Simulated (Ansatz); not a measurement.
Write the native input for Ansatz 0.2.0 that does the following.

```yaml
Task: single point
Functional: PBE
Potentials_or_basis: all-electron LAPW, scalar-relativistic
Cutoff: 218 eV (chosen from the basis error)
Basis_error_allowed: 0.001 eV/atom
k_mesh: 11 × 11 × 11
Occupations: fermi-dirac, width 0.05 eV
Spin: no spin polarisation
```

Nb:

```
Nb
1.0
    -0.04103    2.19338    2.10885
     2.04640    0.04981    2.01800
     2.12625    2.18239   -0.03004
Nb
1
Direct
  0.03008 0.99603 0.99978
```

The cell isn't the ideal one: cell strained at random at fixed volume.

One way to write it, as run:

input.yaml

```yaml
crystal:
  lattice:
    - [-0.041034, 2.193381, 2.108849]
    - [2.0464, 0.049814, 2.018]
    - [2.126253, 2.182385, -0.030039]
  atoms:
    - { symbol: Nb, position: [0.030077, -0.003973, -0.00022] }
kpoints:
  mp_grid: { grid: [11, 11, 11] }
scf:
  occupations: { method: fermi_dirac, width: 0.05 }
hamiltonian:
  xc: pbe
  pseudopotentials: { kind: all_electron, lapw: { basis_error: 0.001 } }
output:
  forces: true
  stress: true
  eigenvalues: true
  populations: true
```

Potentials or basis: all-electron LAPW, scalar-relativistic.

Launch:

```console
$ ansatz run input.yaml --threads 1 --pin off --max-ram 2560MiB --backend cpu --events-out ev --progress --plain --runs-dir out
```

Results of the run:

```json
{
 "Pressure": "-2.2 GPa",
 "Band gap on the k mesh": "none (metal or under the smearing width)"
}
```

Run time: 45 s on 1 thread of Arm Neoverse V2, with other jobs on the host, peak memory 0.69 GiB.
